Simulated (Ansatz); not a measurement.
# Predicting one run from its neighbours: the energy against the mesh, AlSb (R3m, 2 atoms in the cell)

```
CELL_PARAMETERS angstrom
      0.00000     3.06079     3.06079
      3.06079     0.00000     3.06079
      3.06079     3.06079     0.00000
ATOMIC_POSITIONS crystal
  Al 0.00472 0.00472 0.00472
  Sb 0.25000 0.25000 0.25000
```

Level of theory: PBE (plane waves, PAW; Ansatz, a first-principles code).

Base settings: basis.ecutwfc = 420 eV; kpoints.mp_grid.grid = 7 7 7; hamiltonian.xc = pbe; hamiltonian.pseudopotentials = {kind: paw} (the program's default PAW files); scf.occupations.method = fermi_dirac; scf.occupations.width = 0.01 eV.

The last step of the ladder, which sets the zero, is kpoints.mp_grid.grid = 20 20 20.

The starting cell has typed, rounded lattice constants, without a prior relaxation at this level. Its lattice was rescaled by up to half a per cent. One atom was moved a little off its site on purpose.

The meshes are centred on Γ.

In a gapped crystal the sum over the mesh converges exponentially with the size of the supercell that the mesh stands for: ln(ΔF) = a + b·N.

| kpoints.mp_grid.grid | divisions along the first axis | F less the last step's (meV/atom) | ln of it |
|---|---|---|---|
| 5 5 5 | 5 | 21.78 | 3.081 |
| 6 6 6 | 6 | ? | ? |
| 7 7 7 | 7 | 3.06 | 1.118 |
| 8 8 8 | 8 | 1.25 | 0.223 |
| 9 9 9 | 9 | 0.53 | -0.635 |

Question: Fit the line to the 4 rows given and predict the withheld one.

Answer: Means: x̄ = 7.2500, ȳ = 0.94675. Σ(x − x̄)(y − ȳ) = -8.156 and Σ(x − x̄)² = 8.750, so b = -0.9321 and a = ȳ − b·x̄ = 7.7045; each further division cuts the miss by a factor of 2.5. The largest residual of the fitted rows is 0.062. At x = 6 the line gives 2.112, that is 8.26 meV/atom. The run gave 7.88 meV/atom, a miss of 0.38 meV/atom (5 %). The table is a window of a longer ladder. The rows were chosen because the form fits them, the withheld one included, so this shows the method and is no test of the form.

Left out of this page: 10 runs of the series outside the window shown, repeating another row's setting, or not comparable.

Keys are those of Ansatz 0.2.
